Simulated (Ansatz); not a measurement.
**MnO (R-3m): equation of state**

How stiff is MnO (R-3m)? Energies and pressures are computed at volumes on both sides of the relaxed cell and fitted.

Computed with Ansatz 0.2.0 (DFT PBE, scalar-relativistic, plane waves, PAW, unless a step's input says otherwise).

### 1 The starting structure

It takes space group R-3m (No. 166, trigonal). The conventional cell has a = 3.183 Å, b = 3.183 Å, c = 7.444 Å, α = 90.00°, β = 90.00°, γ = 120.00°. Mn (site symmetry -3m) has 6 O at 2.22 Å as nearest neighbours. O (site symmetry -3m) has 6 Mn at 2.22 Å as nearest neighbours.

Structure file:

```
CELL_PARAMETERS angstrom
1.59136 -0.91877 4.96269
0.00000 1.83755 4.96269
-1.59136 -0.91877 4.96269
ATOMIC_POSITIONS crystal
Mn 0.50000 0.50000 0.50000
O 0.25000 0.25000 0.25000
Mn 0.00000 0.00000 0.00000
O 0.75000 0.75000 0.75000
```

This cell comes from an earlier session at PBE: 10.884 Å³/atom at 0.00 GPa, on a 8×8×8 mesh. The large moments point both ways and cancel.

Volume factors to run: 0.980, 1.020, 0.960, 1.040.

### 2 Scaling the volume by 0.980

input.yaml

```yaml
crystal:
  lattice:
    - [1.5806816391, -0.9126069666, 4.9293849161]
    - [0.0, 1.8252139429, 4.9293849143]
    - [-1.5806816391, -0.9126069666, 4.9293849161]
  atoms:
    - { symbol: Mn, position: [0.5, 0.5, -0.5], spin: 4.45 }
    - { symbol: O, position: [0.2499999992, 0.2499999992, 0.2499999992] }
    - { symbol: Mn, position: [1.0, 1.0, 0.0], spin: -4.45 }
    - { symbol: O, position: [0.7500000008, 0.7500000008, 0.7500000008] }
basis:
  ecutwfc: 420
  ecutrho_ratio: 4
kpoints:
  mp_grid: { grid: [8, 8, 8] }
hamiltonian:
  xc: pbe
scf:
  occupations: { method: gaussian, width: 0.05 }
output:
  forces: true
  stress: true
  eigenvalues: true
  populations: true
magnetization:
  spin_polarized: true
relax:
  f_tol: 0.01
  max_steps: 40
  cell: { stress_tol: 0.1, fix: [volume] }
```

Launch:

```bash
$ ansatz run input.yaml --threads 1 --pin off --max-ram 2560MiB --backend cpu --events-out ev --progress --plain --runs-dir out
```

The runs that follow: Volume × 1.020; Volume × 0.960; Scaling the volume by 1.040.

Before running it: what results should come out? Wanted: V0; B0; B0′; scatter of the fit.

As calculated:

```
          quantity           value
                V0  10.884 Å³/atom
                B0         146 GPa
               B0′             4.0
scatter of the fit  0.002 meV/atom
```

What this shows: The fitted minimum lies at 10.88 Å³/atom, and the bulk modulus is 146 GPa. One per cent of compression takes about 1.5 GPa. The gap on the mesh shrinks from 0.96 to 0.75 eV as the cell expands over this range. The moment on atom 1 grows from 3.99 to 4.09 μB on expansion. These are values at 0 K without zero-point motion.
